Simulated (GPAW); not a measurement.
Os:

```
CELL_PARAMETERS angstrom
2.73410 0.00000 0.00000
-1.36705 2.36780 0.00000
0.00000 0.00000 4.31970
ATOMIC_POSITIONS crystal
Os 0.66667 0.33333 0.75000
Os 0.33333 0.66667 0.25000
```

| Quantity | Value |
| --- | --- |
| Program | GPAW 26.7.0 |
| Task | relaxation of cell and atoms |
| Functional | PBE |
| Potentials or basis | GPAW PAW data sets (gpaw-data 1.2.1) |
| Cutoff | 600 eV |
| Basis | pw |
| k mesh | 8 × 8 × 5 |
| Occupations | fermi-dirac, width 0.05 eV |
| Spin | no spin polarisation |

At the start: pressure 5.8 GPa; volume 13.98 Å³/atom.

Q: How do energy, volume and symmetry change on relaxing?

A: Over 3 steps the energy falls by 3.6 meV/atom and the volume is 14.18 Å³/atom (+1.4 %); space group P6_3/mmc (No. 194, to 0.05 Å).

Step by step:
| step | energy change (eV) | largest force (eV/Å) | pressure (GPa) | volume (Å³) |
| --- | --- | --- | --- | --- |
| 1 | 0.0000 | 0.0000 | 5.83 | 27.96 |
| 2 | -0.0068 | 0.0000 | 1.27 | 28.27 |
| 3 | -0.0072 | 0.0000 | 0.03 | 28.36 |

Final structure:
```
Os
1.0
     2.74669    0.00000    0.00000
    -1.37335    2.37871    0.00000
     0.00000    0.00000    4.34043
Os
2
Direct
  0.66667 0.33333 0.75000
  0.33333 0.66667 0.25000
```

Caveat: later steps reuse the first step's grids.
